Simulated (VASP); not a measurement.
GaAs in VASP 6.6.1, single-point calculation

INCAR

```
NELMDL = -8
NBANDS = 16
ENCUT = 520
LREAL = .FALSE.
PREC = Accurate
LCHARG = .FALSE.
SIGMA = 0.02
LASPH = .TRUE.
IBRION = -1
ISPIN = 2
GGA = PE
MAGMOM = 0.5 0.5
LWAVE = .FALSE.
NSW = 0
NELM = 90
ISIF = 2
ISMEAR = -1
EDIFF = 1E-7
```

KPOINTS

```
KPOINTS created by Atomic Simulation Environment
0
Gamma
8 8 8
0 0 0
```

POSCAR

```
Ga As
 1.0000000000000000
     0.0000000000000000    2.7480925425999998    2.9045266156000000
     2.7480925425999998    0.0000000000000000    2.9045266156000000
     2.7480925425999998    2.7480925425999998    0.0000000000000000
 Ga  As
   1   1
Cartesian
  0.0000000000000000  0.0000000000000000  0.0000000000000000
  1.3740462712999997  1.3740462712999997  1.4522633077999998
```

The recommended PBE PAW datasets give the neutral cell 18 valence electrons.

Command

```
mpirun -np 1 vasp_std
```

OSZICAR

```
N       E                     dE             d eps       ncg     rms          rms(c)
DAV:   1     0.838577063592E+02    0.83858E+02   -0.86293E+03  3880   0.152E+03
DAV:   2    -0.179158094380E+01   -0.85649E+02   -0.81868E+02  4296   0.312E+02
DAV:   3    -0.816762221313E+01   -0.63760E+01   -0.63569E+01  4776   0.659E+01
DAV:   4    -0.826052391442E+01   -0.92902E-01   -0.92891E-01  4624   0.886E+00
DAV:   5    -0.826185014426E+01   -0.13262E-02   -0.13262E-02  4880   0.953E-01
DAV:   6    -0.826190293726E+01   -0.52793E-04   -0.52793E-04  5416   0.166E-01
DAV:   7    -0.826190343549E+01   -0.49823E-06   -0.49801E-06  5000   0.120E-02
DAV:   8    -0.826190345751E+01   -0.22018E-07   -0.22278E-07  3808   0.208E-03    0.452E+00
DAV:   9    -0.820237899195E+01    0.59524E-01   -0.23726E-01  5456   0.828E+00    0.222E+00
DAV:  10    -0.818895641913E+01    0.13423E-01   -0.57395E-02  4312   0.204E+00    0.128E+00
DAV:  11    -0.819041424115E+01   -0.14578E-02   -0.16229E-02  4200   0.974E-01    0.401E-01
DAV:  12    -0.819099814422E+01   -0.58390E-03   -0.21329E-03  4664   0.431E-01    0.155E-01
DAV:  13    -0.819131087286E+01   -0.31273E-03   -0.47011E-04  4640   0.164E-01    0.513E-02
DAV:  14    -0.819137666822E+01   -0.65795E-04   -0.69712E-05  4928   0.992E-02    0.278E-02
DAV:  15    -0.819141450104E+01   -0.37833E-04   -0.30760E-05  4424   0.523E-02    0.133E-02
DAV:  16    -0.819141843699E+01   -0.39359E-05   -0.11593E-05  4752   0.307E-02    0.346E-03
DAV:  17    -0.819141861561E+01   -0.17863E-06   -0.41250E-07  4472   0.461E-03    0.116E-03
DAV:  18    -0.819141874867E+01   -0.13306E-06   -0.10022E-07  4376   0.245E-03    0.635E-04
DAV:  19    -0.819141880472E+01   -0.56049E-07   -0.33528E-08  3240   0.157E-03
   1 F= -.81914188E+01 E0= -.81914188E+01  d E =-.105638E-08  mag=    -0.0000
```

It converged. Results: pressure 5.8 GPa; magnetic moment of the cell 0.00 μB.

For comparison, a separate PBE run of the intended cell, on usual settings and not on those above, gives a gap of 0.60 eV on its mesh and a pressure of 5.8 GPa.

The run above took about 2.4 min on one core of a shared host (Intel Xeon Platinum 8488C) and held 0.23 GiB at most.
